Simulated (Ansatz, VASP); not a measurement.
# One calculation of Ti, two programs

```
Ti
1.0
    -1.54023    1.54023    1.54023
     1.54023   -1.54023    1.54023
     1.54023    1.54023   -1.54023
Ti
1
Cartesian
  0.0000 0.0000 0.0000
```

Change from the starting cell: volume scaled by 0.92, PAW files.

Alike in both runs: task single point; functional LDA; k mesh 19 × 19 × 19; occupations fermi-dirac, width 0.08 eV; no spin polarisation.

```csv
,VASP,Ansatz
version,VASP 6.6.1,Ansatz 0.2.0
potentials or method,"VASP PAW LDA potentials, release 64 (Ti_sv)","PAW with Ansatz's default frozen-core files, scalar-relativistic"
plane-wave cutoff (eV),520,420
valence electrons in the cell,12,12
```

```csv
,VASP,Ansatz,Ansatz less VASP
pressure (GPa),11.1,11.3,+0.24
```
